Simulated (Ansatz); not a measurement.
SiC (F-43m): G0W0 and the starting functional

```
CELL_PARAMETERS angstrom
0.00000 2.10370 2.10370
2.10370 0.00000 2.10370
2.10370 2.10370 0.00000
ATOMIC_POSITIONS crystal
Si 0.00000 0.00000 0.00000
C 0.25000 0.25000 0.25000
```

Held fixed (Ansatz):

| Item | Value |
| --- | --- |
| datasets | soft PAW set, first generation |
| k mesh | 4×4×4 |
| empty bands | 120 |
| response cutoff | 200 eV |
| frequencies | contour deformation |
| q → 0 term | analytic weight of Carrier, Rohra and Görling |
| band sums | cut at the band count |

The gap is read from Γ to k = (0, -0.5, -0.5), linearised, between the Kohn-Sham band edges among the points solved. ε∞ is the electronic dielectric constant on this mesh. Wave cutoffs: 420, 500 eV in the order of the table.

Q: The orbitals come from PBE, r²SCAN in turn. Does G0W0 narrow the spread of the gaps between these starts?

A: The Kohn-Sham gaps spread over 0.39 eV and the G0W0 gaps over 0.17 eV, so the dependence on the start shrinks but stays.

| orbitals | KS gap (eV) | G0W0 gap (eV) | ε∞ |
| --- | --- | --- | --- |
| PBE | 1.21 | 2.11 | 8.6 |
| r²SCAN | 1.59 | 2.28 | 7.6 |

Soft PAW datasets can miss an all-electron G0W0 gap by more than 5 %. The cell is a model at fixed atoms and needn't be the relaxed known crystal. The PAW or pseudopotential files were made with PBE. Points k are given in fractions of the reciprocal vectors. The mesh is coarse, so these are values at the stated settings, not converged ones. Band sums or response are cut, so the gap isn't at its basis limit. The gap is read on the mesh, and the crystal's band edges can lie off it. With r²SCAN or HSE06 the Kohn-Sham levels are generalised ones. Meshes this coarse can overestimate the dielectric constant by a tenth and more.
